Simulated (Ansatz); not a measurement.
**Stack of 1T-CoBrI under 1T-ZrSSe, upper layer turned by 180° in a perpendicular field**

What dipole does a perpendicular field induce in the stack of 1T-CoBrI under 1T-ZrSSe, upper layer turned by 180°? A positive field points along +c.

Method: plane-wave DFT, PBE-D3(BJ), Ansatz PAW, in Ansatz 0.2.0.

## 1. Set-up

The cell holds 6 atoms: 1 I, 1 Co, 1 Br, 1 Se, 1 Zr and 1 S. Its edges and angles: a = 3.710 Å, b = 3.710 Å, c = 49.215 Å, α = 90.0°, β = 90.0°, γ = 120.0°. Regions: layer 1: 1T-CoBrI, 3 atoms (1 I, 1 Co and 1 Br); layer 2: 1T-ZrSSe, 3 atoms (1 Se, 1 Zr and 1 S). Vacuum lies along c.

Coordinates:

```cif
data_structure
_symmetry_space_group_name_H-M 'P 1'
_symmetry_Int_Tables_number 1
_cell_length_a 3.7101
_cell_length_b 3.7101
_cell_length_c 49.2149
_cell_angle_alpha 90.000
_cell_angle_beta 90.000
_cell_angle_gamma 120.000
_cell_volume 586.68
loop_
_atom_site_label
_atom_site_type_symbol
_atom_site_fract_x
_atom_site_fract_y
_atom_site_fract_z
_atom_site_occupancy
I1 I 0.66667 0.33333 0.40740 1
Co2 Co 0.00000 0.00000 0.43809 1
Br3 Br 0.33333 0.66667 0.46150 1
Se4 Se 0.66667 0.33333 0.52550 1
Zr5 Zr 0.33333 0.66667 0.56156 1
S6 S 0.00000 0.00000 0.59260 1
```

## 2. Relaxation

The starting cell is a guess, so the in-plane lattice and the atoms are relaxed first, with the slab cut off from its images along the normal.

The input, input.yaml:

```yaml
crystal:
  lattice:
    - [3.7101005, 0.0, 0.0]
    - [-1.85505025, 3.2130412836, 0.0]
    - [0.0, 0.0, 49.2148968554]
  atoms:
    - { symbol: I, position: [0.6666666667, 0.3333333333, 0.4073969729] }
    - { symbol: Co, position: [0.0, 0.0, 0.4380903273], spin: 3.0 }
    - { symbol: Br, position: [0.3333333333, 0.6666666667, 0.4614992721] }
    - { symbol: Se, position: [0.6666666667, 0.3333333333, 0.5255042828] }
    - { symbol: Zr, position: [0.3333333333, 0.6666666667, 0.5615641109] }
    - { symbol: S, position: [0.0, 0.0, 0.5926030271] }
  periodic: [true, true, false]
magnetization:
  spin_polarized: true
kpoints:
  mp_grid: { grid: [12, 12, 1] }
hamiltonian:
  xc: pbe
  dispersion: d3bj
scf:
  occupations: { method: fermi_dirac, width: 0.05 }
  convergence: { dr2_threshold: 1.0e-09 }
relax:
  f_tol: 0.004
  max_steps: 90
  cell: {}
output:
  write_potential: true
  write_density: true
  volumetric_format: npy
```

On the command line:

```bash
> ansatz run input.yaml --threads 4 --pin off --max-ram 12288MiB --backend cpu --events-out ev --progress --plain --runs-dir out
```

Numbers of over 12 decimals in the logs are rounded to 6 here.

The log of the run:

```text
Warning: relax.cell: scf.convergence.dr2_threshold = 1e-9 eV is looser than the 1.64212923382e-10 eV advised for a relaxation that steers and ends on the stress (1e-10 eV for each atom of the cell: 6, times the square of relax.cell.stress_2d_tol = 0.05 N/m over 19.1 Å (the atoms' height at the walk's start and 5 Å past either face), 2.616e-2 GPa, over a crystal's default 0.05). What an SCF threshold leaves in a stress goes as its square root, and in the free energy as the threshold itself, and one threshold admits the most on a small cell: [figures from the program's tests cut] Set scf.convergence.dr2_threshold to 1.64212923382e-10 eV or tighter. [rest of the remark cut]
Engine: ansatz 0.2.0, x86_64-unknown-linux-gnu
Pseudopotentials: kind: paw
Pseudopotential: I, paw, valence charge 17, recommended cutoff 420 eV (normal), I.paw.azcp
Pseudopotential: Co, paw, valence charge 17, recommended cutoff 420 eV (normal), Co.paw.azcp
Pseudopotential: Br, paw, valence charge 7, recommended cutoff 420 eV (normal), Br.paw.azcp
Pseudopotential: Se, paw, valence charge 16, recommended cutoff 420 eV (normal), Se.paw.azcp
Pseudopotential: Zr, paw, valence charge 12, recommended cutoff 420 eV (normal), Zr.paw.azcp
Pseudopotential: S, paw, valence charge 6, recommended cutoff 420 eV (normal), S.paw.azcp
Functional definition: PBE
  parameter kappa = 0.804
  parameter beta = 0.066725
  exchange = pbe_x(kappa = kappa, mu = beta*pi^2/3)
  correlation = pbe_c(beta = beta)
Crystal: 6 atoms, lattice volume = 586.676 Å³
Basis set: ecut = 420 eV, 11481 PW (Γ), exchange–correlation on 50×50×720 points (8 copies of the dense FFT grid, shifted against one another)
Bands: 47, of which v1, the nominal top of the filled ones, is band 38 counted from 1 (37 counted from 0)
Symmetry: 6 space group operations
Space group: P3m1 (ITA 156), of the structure as read, at distance tolerance 8.4e-5 Å
Magnetic group: BNS 156.49 (UNI 1279), of the structure as read, at distance tolerance 8.4e-5 Å
k-points: 19 of 144 (time reversal used)
Non-local potential: I, projectors of the file, l = 0: 2, l = 1: 2, l = 2: 2, l = 3: 2
Non-local potential: Co, projectors of the file, l = 0: 3, l = 1: 2, l = 2: 3, l = 3: 1
Non-local potential: Br, projectors of the file, l = 0: 2, l = 1: 2, l = 2: 2
Non-local potential: Se, projectors of the file, l = 0: 2, l = 1: 2, l = 2: 3, l = 3: 1
Non-local potential: Zr, projectors of the file, l = 0: 3, l = 1: 2, l = 2: 2, l = 3: 2
Non-local potential: S, projectors of the file, l = 0: 2, l = 1: 2, l = 2: 2
PAW form: soft (Blöchl's): semilocal exchange-correlation on the pseudo side does not see the compensation charge
PAW one-centre angular grid: I, 590 points (default); XC on 64 Gauss nodes
PAW one-centre angular grid: Co, 590 points (default); XC on 64 Gauss nodes
PAW one-centre angular grid: Br, 110 points (default); XC on 64 Gauss nodes
PAW one-centre angular grid: Se, 590 points (default); XC on 64 Gauss nodes
PAW one-centre angular grid: Zr, 590 points (default); XC on 64 Gauss nodes
PAW one-centre angular grid: S, 110 points (default); XC on 64 Gauss nodes
Starting moments: Σ|m| = 3 μB on 1 of 6 sites
Initial wavefunctions: pseudopotential atomic-orbital guess
Functional: x = pbe(κ = 0.804, μ = 0.219515), c = pbe(β = 0.066725)
SCF iter   1: F=—  HF=-25982.849929 eV  |F-HF|=—  |Δ(HF+E_count)|=         —  Δρ=9.68e-3 (↑8.55e-3 ↓9.68e-3)  dr2=1.01e1  dr2_m=8.30e-2  M=3.050 μB ∫|m|=3.059 μB  β_m=0.30  ethr=3.10e-3  ⟨swp⟩=18.9  Hψ=12221  notcnv=0  defer=20
Mixer restart at iter 1: flushing history
preconditioner: auto → LDOS  [metal: Δε(μ)=0.010 eV  Ē_g=8.497 eV  σ=0.050 eV  W_gap=0.05  n_scr=30 (ndim 8)  ℏωp=9.6 eV  f_vac=0.736  D(μ)=7.96/eV (n_scr^D=24)]
spin=Collinear: LDOS preconditioning applied to the charge; magnetization (m = ρ↑ − ρ↓) channel mixes plain (no charge-response kernel on spin).
SCF iter   2: F=—  HF=-25982.701253 eV  |F-HF|=—  |Δ(HF+E_count)|=   1.49e-1  Δρ=7.02e-3 (↑6.86e-3 ↓7.02e-3)  dr2=3.83e0  dr2_m=8.91e-2  M=2.993 μB ∫|m|=3.006 μB  β_m=0.50  ethr=3.10e-3  ⟨swp⟩=2.8  Hψ=2910  notcnv=0  defer=89
SCF iter   3: F=—  HF=-25982.996362 eV  |F-HF|=—  |Δ(HF+E_count)|=   2.95e-1  Δρ=6.08e-3 (↑6.08e-3 ↓4.83e-3)  dr2=1.61e-1  dr2_m=1.37e-1  M=2.735 μB ∫|m|=2.770 μB  β_m=0.75  ethr=3.10e-3  ⟨swp⟩=3.6  Hψ=3106  notcnv=0  defer=89
SCF iter   4: F=—  HF=-25983.673543 eV  |F-HF|=—  |Δ(HF+E_count)|=         —  Δρ=2.79e-2 (↑2.79e-2 ↓2.70e-2)  dr2=9.04e-1  dr2_m=3.94e0  M=0.873 μB ∫|m|=1.108 μB  β_m=1.00  ethr=2.15e-4  ⟨swp⟩=3.9  Hψ=4244  notcnv=0  defer=99  κ⁻¹=2.6e-3(r=2)
SCF iter   5: F=—  HF=-25983.422237 eV  |F-HF|=—  |Δ(HF+E_count)|=   2.51e-1  Δρ=3.01e-3 (↑2.99e-3 ↓3.01e-3)  dr2=2.60e-1  dr2_m=1.91e-3  M=0.993 μB ∫|m|=1.098 μB  β_m=0.75  ethr=6.67e-5  ⟨swp⟩=5.0  Hψ=4917  notcnv=0  defer=99
SCF iter   6: F=—  HF=-25983.368959 eV  |F-HF|=—  |Δ(HF+E_count)|=   5.33e-2  Δρ=3.27e-3 (↑3.27e-3 ↓1.39e-3)  dr2=1.11e-1  dr2_m=2.56e-2  M=0.946 μB ∫|m|=1.052 μB  β_m=0.61  ethr=6.67e-5  ⟨swp⟩=4.4  Hψ=4764  notcnv=0  defer=79
SCF iter   7: F=—  HF=-25983.358049 eV  |F-HF|=—  |Δ(HF+E_count)|=   1.09e-2  Δρ=6.04e-4 (↑4.29e-4 ↓6.04e-4)  dr2=3.68e-3  dr2_m=4.01e-4  M=0.988 μB ∫|m|=1.081 μB  β_m=0.60  ethr=6.67e-5  ⟨swp⟩=3.1  Hψ=3283  notcnv=0  defer=79
SCF iter   8: F=—  HF=-25983.358596 eV  |F-HF|=—  |Δ(HF+E_count)|=   5.47e-4  Δρ=3.81e-4 (↑3.81e-4 ↓3.39e-4)  dr2=2.24e-3  dr2_m=5.95e-4  M=0.984 μB ∫|m|=1.075 μB  β_m=0.67  ethr=4.91e-6  ⟨swp⟩=2.9  Hψ=3458  notcnv=0  defer=79
SCF iter   9: F=—  HF=-25983.358760 eV  |F-HF|=—  |Δ(HF+E_count)|=   1.63e-4  Δρ=2.38e-4 (↑2.38e-4 ↓2.23e-4)  dr2=8.16e-4  dr2_m=2.32e-4  M=0.986 μB ∫|m|=1.074 μB  β_m=0.53  ethr=2.99e-6  ⟨swp⟩=2.8  Hψ=2786  notcnv=0  defer=79
SCF iter  10: F=—  HF=-25983.358676 eV  |F-HF|=—  |Δ(HF+E_count)|=   8.40e-5  Δρ=5.80e-5 (↑4.27e-5 ↓5.80e-5)  dr2=1.86e-5  dr2_m=1.11e-5  M=0.987 μB ∫|m|=1.074 μB  β_m=0.71  ethr=1.09e-6  ⟨swp⟩=2.7  Hψ=2684  notcnv=0  defer=79
SCF iter  11: F=—  HF=-25983.358686 eV  |F-HF|=—  |Δ(HF+E_count)|=   1.04e-5  Δρ=2.96e-5 (↑1.40e-5 ↓2.96e-5)  dr2=7.56e-6  dr2_m=1.65e-6  M=0.987 μB ∫|m|=1.073 μB  β_m=0.61  ethr=2.48e-8  ⟨swp⟩=3.1  Hψ=3861  notcnv=0  defer=79
SCF iter  12: F=—  HF=-25983.358684 eV  |F-HF|=—  |Δ(HF+E_count)|=   1.85e-6  Δρ=9.94e-6 (↑9.94e-6 ↓8.29e-6)  dr2=3.86e-6  dr2_m=2.92e-7  M=0.987 μB ∫|m|=1.073 μB  β_m=0.58  ethr=1.01e-8  ⟨swp⟩=2.9  Hψ=3394  notcnv=0  defer=79
[...]
spin=Collinear: LDOS preconditioning applied to the charge; magnetization (m = ρ↑ − ρ↓) channel mixes plain (no charge-response kernel on spin).
SCF iter   2: F=—  HF=-25983.609887 eV  |F-HF|=—  |Δ(HF+E_count)|=   6.12e-5  Δρ=1.08e-6 (↑1.05e-6 ↓1.08e-6)  dr2=3.69e-8  dr2_m=8.44e-11  M=0.999 μB ∫|m|=1.098 μB  β_m=0.42  ethr=6.85e-11  ⟨swp⟩=6.2  Hψ=7025  notcnv=0
SCF iter   3: F=—  HF=-25983.609887 eV  |F-HF|=—  |Δ(HF+E_count)|=  1.86e-10  Δρ=8.67e-7 (↑8.32e-7 ↓8.67e-7)  dr2=1.01e-8  dr2_m=3.98e-11  M=0.999 μB ∫|m|=1.098 μB  β_m=0.66  ethr=4.92e-11  ⟨swp⟩=2.3  Hψ=2460  notcnv=0
SCF iter   4: F=—  HF=-25983.609887 eV  |F-HF|=—  |Δ(HF+E_count)|=   1.50e-8  Δρ=3.44e-7 (↑3.27e-7 ↓3.44e-7)  dr2=2.15e-8  dr2_m=1.04e-11  M=0.999 μB ∫|m|=1.098 μB  β_m=0.51  ethr=1.35e-11  ⟨swp⟩=2.9  Hψ=3387  notcnv=0
SCF iter   5: F=—  HF=-25983.609887 eV  |F-HF|=—  |Δ(HF+E_count)|=   9.76e-9  Δρ=1.44e-7 (↑1.44e-7 ↓1.36e-7)  dr2=1.29e-9  dr2_m=2.74e-11  M=0.999 μB ∫|m|=1.098 μB  β_m=0.49  ethr=1.35e-11  ⟨swp⟩=2.1  Hψ=2274  notcnv=0
iter 6 met the thresholds in force, and the SCF goes on: an eigenvalue changes by 2.42 meV, over its tolerance of 0.06 meV (output.eigenvalues, Limitations)
SCF iter   6: F=-25983.609887 eV  HF=-25983.609887 eV  |F-HF|=8.02e-9  |Δ(HF+E_count)|=   1.24e-8  Δρ=1.50e-7 (↑8.55e-8 ↓1.50e-7)  dr2=3.22e-10  dr2_m=6.79e-12  M=0.999 μB ∫|m|=1.098 μB  β_m=0.56  ethr=1.33e-12  ⟨swp⟩=15.4  Hψ=13355  notcnv=0
iter 7 met the thresholds in force, and the SCF goes on: an eigenvalue changes by 2.67 meV, over its tolerance of 0.05 meV (output.eigenvalues, Limitations)
SCF iter   7: F=-25983.609887 eV  HF=-25983.609887 eV  |F-HF|=9.42e-10  |Δ(HF+E_count)|=   7.00e-9  Δρ=7.13e-8 (↑3.36e-8 ↓7.13e-8)  dr2=9.63e-11  dr2_m=2.43e-12  M=0.999 μB ∫|m|=1.098 μB  β_m=1.00  ethr=1.00e-12  ⟨swp⟩=9.3  Hψ=10049  notcnv=0
Mixer restart at iter 7: flushing history
SCF iter   8: F=-25983.609887 eV  HF=-25983.609887 eV  |F-HF|=4.26e-9  |Δ(HF+E_count)|=   1.56e-9  Δρ=2.54e-7 (↑2.54e-7 ↓1.88e-7)  dr2=4.03e-9  dr2_m=7.28e-12  M=0.999 μB ∫|m|=1.098 μB  β_m=1.00  ethr=1.00e-12  ⟨swp⟩=2.0  Hψ=2293  notcnv=0  κ⁻¹=1.0e0(r=1)
iter 9 met the thresholds in force, and the SCF goes on: an eigenvalue changes by 0.10 meV, over its tolerance of 0.05 meV (output.eigenvalues, Limitations)
SCF iter   9: F=-25983.609887 eV  HF=-25983.609887 eV  |F-HF|=4.73e-10  |Δ(HF+E_count)|=  1.27e-10  Δρ=1.26e-7 (↑1.04e-7 ↓1.26e-7)  dr2=4.25e-10  dr2_m=8.47e-13  M=0.999 μB ∫|m|=1.098 μB  β_m=1.00  ethr=1.00e-12  ⟨swp⟩=9.3  Hψ=10328  notcnv=0  κ⁻¹=1.6e-2(r=2)
SCF iter  10: F=-25983.609887 eV  HF=-25983.609887 eV  |F-HF|=3.64e-11  |Δ(HF+E_count)|=  2.33e-10  Δρ=5.84e-8 (↑4.31e-8 ↓5.84e-8)  dr2=6.71e-11  dr2_m=3.43e-13  M=0.999 μB ∫|m|=1.098 μB  ethr=1.00e-12  ⟨swp⟩=7.1  Hψ=9173  notcnv=0
SCF 8 converged in 10 iterations: F = -25983.609887 eV  dr2 = 6.71e-11
relax step   8: F+E_penalty+E_count = -25983.60988713 eV  Δ(F+E_penalty+E_count) = +1.056e-4 eV  max|allowed force component| = 1.294e-3 eV/Å  Δτ_max = 0.0000 Å  P = -0.001 N/m  Ω = 584.343 Å³  fix = [c, alpha, beta]  reactions: c -0.000 N/m  stress off target by 8.33e-4 N/m on what of the cell is left free  SCF on the basis re-selected at this cell (its energy is not comparable with the rows above)  (10 SCF iters)
basis re-selected at this cell: Δ(F+E_penalty+E_count) = +1.056e-4 eV, ΔP = +0.001 N/m vs the last step (what re-selecting the basis moved, of the pressure what is left beyond the Pulay correction that the steps carried, after the strain that the cell walked since its last selection, with what the two solves' SCF thresholds leave and, on support functions, any second-order correction that the steps lacked; it is no m [...]
WARN: The output density's exchange-correlation potential varies sharply where the density is thin. Do not read a vacuum level from v_tot or v_xc, or from such a field of the output density. On a cell that repeats whose density bears no net charge and no dipole along the vacuum's axis use v_es (v_loc + v_h of the components); under efield.dipole_correction with no amplitude use v_es + v_field, which holds any externa [...]
SCF converged after 10 iterations
an eigenvalue changed by more than its tolerance at an iteration that met the thresholds in force, so the SCF went on 3 times, its first undamped step at iteration 7: the last check found none over its tolerance
Magnetization: 0.9993 μB (37.9997 up, 37.0003 down)
Absolute magnetization: 1.0982 μB (∫|ρ↑−ρ↓|, with the PAW one-centre terms)
Spin contamination: 0.0522 ħ² per cell (⟨S²⟩ above its minimum at these occupations)
Per-site moments (μB) at R_I (Å): [(-0.0082116, 1.072325), (0.924108, 1.037967), (0.026934, 1.037967), (-0.000615903, 1.112765), (0.00471616, 1.053986), (0.00104096, 1.053986)]
Free energy (F): -25983.609887 eV
Harris-Foulkes:  -25983.609887 eV  (|F-HF|=3.64e-11)
Internal energy: -25983.585008 eV  (E = F + TS)
E sigma→0 (E₀):  -25983.597448 eV
Entropy (-TS):   -0.024879 eV (-4.147 meV/atom)
Fermi energy:    -4.882720 eV
--- Per-component energies (eV) ---
  E_band       = -2293.364811
  E_kinetic    = 1332.285711
  E_local      = -380705.538194  (includes V_loc(G=0)·N_el)
  E_nonlocal   = -45.980753
  E_hartree    = 189363.929217
  E_xc         = -913.314980
  E_vxc        = -812.268618  (∫ρ·V_xc dr)
  E_paw        = -14047.826971  (= ΣΔE_a)
  E_vpaw       = -789.719038  (= ΣTr[D̂ρ^β])
  E_aug_tail   = -0.000492  (compensation charges beyond the density's cutoff)
  E_ewald      = 179034.628592
  E_disp       = -1.767138  (pairwise vdW)
  E_smearing   = -0.024879  (= −TS)
  E_closure    = 0.000000  (closes the sum)
  Σ components = -25983.609887   (vs F -25983.609887, Δ=0.00e0)
--- Forces (eV/Å), atoms counted from 1 ---
  atom   1  I      0.00000000     0.00000000    -0.00005466
  atom   2  Co     0.00000000    -0.00000000     0.00035596
  atom   3  Br    -0.00000000     0.00000000    -0.00044365
  atom   4  Se    -0.00000000    -0.00000000    -0.00057161
  atom   5  Zr     0.00000000     0.00000000     0.00129450
  atom   6  S      0.00000000     0.00000000    -0.00058018
  max |Σ_I F_I| component: 3.57e-7 eV/Å
--- 2D stress c σ (N/m, compression-positive) ---
       -0.000833       0.000000      -0.000000
        0.000000      -0.000833       0.000000
       -0.000000       0.000000      -0.000000
  P = ½ c Tr σ = -0.0008 N/m
--- Band table (eV; the first three rows and the last of 38) ---
  k-point 0 ↑: bands = [... 34 lower, -5.8392, -5.3541, -5.3541, -4.2973, -4.2973, -4.0836, -4.0836, -3.3218, ... 5 higher]
  k-point 1 ↑: bands = [... 34 lower, -5.8869, -5.6823, -5.5906, -4.5955, -4.3722, -4.0091, -3.8102, -3.1726, ... 5 higher]
  k-point 2 ↑: bands = [... 34 lower, -5.9871, -5.8453, -5.5930, -5.0592, -4.5249, -4.1034, -3.3307, -2.8721, ... 5 higher]
  k-point 18 ↓: bands = [... 34 lower, -5.6195, -5.3612, -5.2621, -4.1151, -3.7220, -3.3056, -2.8282, -2.6054, ... 5 higher]
  the weakly bound empty levels are not read free of the cell's end (no_gap_told)
--- Relaxed structure (7 steps of the walk, 7 accepted, 1 SCFs on fresh bases) ---
  F+E_penalty+E_count = -25983.60988713 eV   max|allowed force component| = 1.294e-3 eV/Å   (the final SCF, on the basis selected at the relaxed cell)
  cell:  # Å, volume = 584.3434 Å³
    - [3.702716, 0, 0]
    - [-1.851358, 3.206647, 0]
    - [0, 0, 49.2148968554]
  atoms:
    - { symbol: I, position: [0.666667, 0.333333, 0.407253] }
    - { symbol: Co, position: [-1.9231465235927838e-18, 0, 0.437307] }
    - { symbol: Br, position: [0.333333, 0.666667, 0.464276] }
    - { symbol: Se, position: [0.666667, 0.333333, 0.527508] }
    - { symbol: Zr, position: [0.333333, 0.666667, 0.560939] }
    - { symbol: S, position: [-7.921758230775404e-18, 0, 0.589376] }
```

Wall time 3 min (4 threads of AMD EPYC 9R14 (Zen 4), shared host); peak memory 1.7 GiB.

Step by step:

```tsv
step	energy less that of the first step (eV)	largest force component (eV/Å)	volume (Å³)
1	0.0000	1.2999	586.68
2	-0.1803	0.8966	582.77
3	-0.2351	0.2390	580.22
4	-0.2465	0.1110	581.60
5	-0.2512	0.0153	583.60
6	-0.2513	0.0094	584.07
7	-0.2513	0.0013	584.34
8*	-0.2512	0.0013	584.34
```

Relaxation steps marked * repeat the geometry before them on a plane-wave basis chosen anew for their cell, so energy and pressure can jump there.

Forces are held to the 6 operations that the run works with; a distortion that breaks them can't arise in this run.

```tsv
cell as run	before	after	change
a (Å)	3.710	3.703	-0.2 %
b (Å)	3.710	3.703	-0.2 %
```

The atoms that moved most (Å, along periodic axes as changes of fractional coordinates times the final cell, across vacuum about the mean position):

```tsv
atom	dx	dy	dz	length
S6	0.000	0.000	-0.159	0.159
Br3	0.000	0.000	0.137	0.137
Se4	0.000	0.000	0.099	0.099
Co2	0.000	0.000	-0.039	0.039
Zr5	0.000	0.000	-0.031	0.031
I1	0.000	0.000	-0.007	0.007
```

Final coordinates:

```xyz
6
Lattice="3.7027 0.0000 0.0000 -1.8514 3.2066 0.0000 0.0000 0.0000 49.2149" Properties=species:S:1:pos:R:3
I     1.8514    1.0689   20.0429
Co    0.0000    0.0000   21.5220
Br    0.0000    2.1378   22.8493
Se    1.8514    1.0689   25.9612
Zr    0.0000    2.1378   27.6066
S     0.0000    0.0000   29.0061
```

Numbers from this step:

```
energy at zero smearing : -25983.5974 eV
total moment            : 0.9993 μB
site moments            : -0.008212, 0.9241, 0.02693, -6.16e-4, 0.004716, 0.001041 μB
```

Site moment by atom:

```tsv
atom	site moment (μB)
I1	-0.008
Co2	0.924
Br3	0.027
Se4	-0.001
Zr5	0.005
S6	0.001
```

The lattice constant a goes from 3.710 to 3.703 Å.

(Continued in part 2 of 3.)

[Logs are printed without paths, hosts, clocks, repeated set-up lines and the standing remarks that a program may print on its own settings, such as how far it seeks lower states.]

[Hosts, paths, dates, database ids (printed as entryN), source tags and the programs' standing remarks are cut or masked in the printed files.]

[Maps of the electrostatic potential energy from Ansatz leave out the sawtooth potential of an applied field or a dipole correction, so their vacuum need not be flat; planar profiles and work functions include it.]
